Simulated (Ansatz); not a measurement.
## Si₃N₄: a run for the field gradients

```yaml
crystal:
  lattice:
    - [-3.23735, 3.23735, 3.23735]
    - [3.23735, -3.23735, 3.23735]
    - [3.23735, 3.23735, -3.23735]
  atoms:
    - { symbol: Si, position: [0.25, 0.125, 0.875] }
    - { symbol: Si, position: [0.875, 0.25, 0.125] }
    - { symbol: Si, position: [0.75, 0.375, 0.625] }
    - { symbol: Si, position: [0.625, 0.75, 0.375] }
    - { symbol: Si, position: [0.125, 0.875, 0.25] }
    - { symbol: Si, position: [0.375, 0.625, 0.75] }
    - { symbol: "N", position: [0.5628, 0.5628, 0.5628] }
    - { symbol: "N", position: [0.4372, 0.5, 0.0] }
    - { symbol: "N", position: [0.5, 0.0, 0.9372] }
    - { symbol: "N", position: [0.0, 0.4372, 0.5] }
    - { symbol: "N", position: [0.9372, 0.5, 0.0] }
    - { symbol: "N", position: [0.0628, 0.0628, 0.0628] }
    - { symbol: "N", position: [0.0, 0.9372, 0.5] }
    - { symbol: "N", position: [0.5, 0.0, 0.4372] }
kpoints:
  mp_grid: { grid: [6, 6, 6] }
scf:
  occupations: { method: fermi_dirac, width: 0.02 }
  n_extra_bands: 16
hamiltonian:
  xc: pbe
  pseudopotentials: { kind: nc }
output:
  forces: true
  stress: true
  populations: true
  efg:
    quadrupole_moments_barn: { "N": 0.02044 }
    contact_densities: true
```

```sh
ansatz run input.yaml --threads 4 --pin off --max-ram 8192MiB --backend cpu --events-out ev --progress --plain --runs-dir out
```

(1) Does this calculation finish, and if not, why?

## Answers

(1) The input was rejected before any iteration. The program says:

```
Error: output.efg without hamiltonian.pseudopotentials.kind: paw|paw_fr|all_electron or hamiltonian.pseudopotentials.kind: all_electron — the all-electron EFG reconstruction needs the PAW one-centre densities; drop the efg request, or set kind: paw (paw_fr under spin-orbit coupling) (under a functional that reads the kinetic-energy density, kind: paw is refused in some combinations and carries risks of its own in the rest: see hamiltonian.xc for the refusals and hamiltonian.pseudopotentials.kind for the risks, both in the input reference; kind: paw is refused beside gw.static_remainder)
```

Against a sound input the change was `hamiltonian.pseudopotentials`: {kind: paw} → {kind: nc}; `scf.n_extra_bands`: not typed → 16. The message points to `hamiltonian.pseudopotentials`.

With the sound settings the run converges and gives V_zz (10²¹ V/m²) Si -0.10 (η 0.00), N -5.77 (η 0.00).
